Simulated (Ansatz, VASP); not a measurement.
This is a calculation of NiSb (Breithauptite) for VASP 6.6.1.

File INCAR:

```
PREC = Accurate
ENCUT = 520
EDIFF = 1E-7
ISMEAR = -1
SIGMA = 0.05
LREAL = False
LASPH = True
NELM = 120
ALGO = Normal
ISIF = 2
LWAVE = False
LCHARG = False
ISPIN = 2
MAGMOM = 0 0 1 1
LORBIT = 11
LMAXMIX = 4
GGA = PE
NBANDS = 27
```

The input KPOINTS:

```
regular mesh
0
Gamma
  8 8 5
```

The input POSCAR:

```
NiSb
1.0
    3.9796901382      0.0000000000      0.0000000000
   -1.9898450691      3.4465127589      0.0000000000
    0.0000000000      0.0000000000      5.1873761476
Sb Ni
2 2
Direct
    0.6666666667      0.3333333333      0.7500000000
    0.3333333333      0.6666666667      0.2500000000
    0.0000000000      0.0000000000      0.5000000000
    0.0000000000      0.0000000000      0.0000000000
```

Potentials or basis: VASP PAW PBE potentials, release 64 (Sb, Ni).

Run with:

```bash
$ cat potpaw_PBE.64/Sb/POTCAR potpaw_PBE.64/Ni/POTCAR > POTCAR
$ mpirun -np 1 vasp_std > vasp.out
```

**Question.** Translate it to Ansatz 0.2.0. Potentials there: Ansatz PAW.

**Answer.** As run (the cutoff follows the program's own potentials):

input.yaml

```yaml
crystal:
  lattice:
    - [3.9796901382, 0.0, 0.0]
    - [-1.9898450691, 3.4465127589, 0.0]
    - [0.0, 0.0, 5.1873761476]
  atoms:
    - { symbol: Sb, position: [0.6666666667, 0.3333333333, 0.75] }
    - { symbol: Sb, position: [0.3333333333, 0.6666666667, 0.25] }
    - { symbol: Ni, position: [0.0, 0.0, 0.5], spin: 1.0 }
    - { symbol: Ni, position: [0.0, 0.0, 0.0], spin: 1.0 }
hamiltonian:
  xc: pbe
  pseudopotentials: { kind: paw }
magnetization:
  spin_polarized: true
kpoints:
  mp_grid: { grid: [8, 8, 5] }
scf:
  occupations: { method: fermi_dirac, width: 0.05 }
output:
  forces: true
  stress: true
  eigenvalues: true
```

Potentials or basis: Ansatz PAW.

Launch:

```sh
$ ansatz run input.yaml --threads 1 --pin off --max-ram 3584MiB --backend cpu --events-out ev --progress --plain --runs-dir out
```

Both were run:

|  | VASP | Ansatz | Ansatz less VASP |
| --- | --- | --- | --- |
| gap on the k mesh at the Fermi level (eV) | none | none | - |
| pressure (GPa) | -1.0 | -0.9 | +0.12 |
| largest component of the traceless stress (GPa) | 0.26 | 0.38 | +0.119 |
| net moment per atom (μB) | 0.00 | 0.00 | 0.000 |

A gap of «none» marks a metal or a gap that the smearing closes. The functional is the same, so the differences come from potentials, cutoffs and numerics. The two sets of potentials don't hold the same shells in valence.

Caveats: the starting moments weren't kept (Ansatz). The runs have no spin-orbit coupling, so splittings on Sb are missing.
